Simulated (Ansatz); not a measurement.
**Relaxing SiC2**

Level of theory: DFT PBE, scalar-relativistic, plane waves, PAW in Ansatz. Cutoff 420 eV, Γ-centred k mesh, Gaussian smearing, no spin polarisation in the final step.

SiC2 was placed on the rutile structure type (P4_2/mnm, No. 136), with Si in place of Ti, C in place of O, at a guessed volume.

```
Si C
1.0
     4.62796    0.00000    0.00000
     0.00000    4.62796    0.00000
     0.00000    0.00000    2.98087
Si C
2 4
Direct
  0.00000 0.00000 0.00000
  0.50000 0.50000 0.50000
  0.30600 0.30600 0.00000
  0.19400 0.80600 0.50000
  0.69400 0.69400 0.00000
  0.80600 0.19400 0.50000
```

Cell and atoms relax at zero pressure; the relaxation can't lower the symmetry of the start. After a coarse first stage the cell is made exact in the group found at 0.06 Å.

Formation energies are uncorrected and refer to the elements' standard structures at the same level.

(1) What does it relax into?

(2) What are its volume, energy, density and gap?

Answers

(1) It keeps P4_2/mnm (No. 136). The result has the rutile structure. Conventional cell: a = 4.545 Å, c = 2.947 Å. Around Si lie 6 C at 1.88–1.99 Å; C has 3 Si at 1.88–1.99 Å.

```
Si C
1.0
     4.54525    0.00000    0.00000
     0.00000    4.54525    0.00000
     0.00000    0.00000    2.94688
Si C
2 4
Direct
  0.00000 0.00000 0.00000
  0.50000 0.50000 0.50000
  0.29296 0.29296 0.00000
  0.20704 0.79296 0.50000
  0.70704 0.70704 0.00000
  0.79296 0.20704 0.50000
```

(2) The volume per atom is 10.15 Å³ and the density is 2.84 g/cm³. The energy over the elements is 1.85 eV/atom and the gap on the 8×8×12 mesh is 0 eV (a metal).

The final run used a 8×8×12 mesh on its 6-atom cell and 0.10 eV smearing. The k mesh leaves about 4 meV/atom of noise in metals. A later test with randomly moved atoms lowered the energy by 1206 meV/atom on a coarse mesh, so it isn't stable against such moves and is likely a saddle point held by symmetry.

Cost: 6 runs of about 20 core-minutes in all, on AMD EPYC 7R43 (Zen 3) (shared hosts).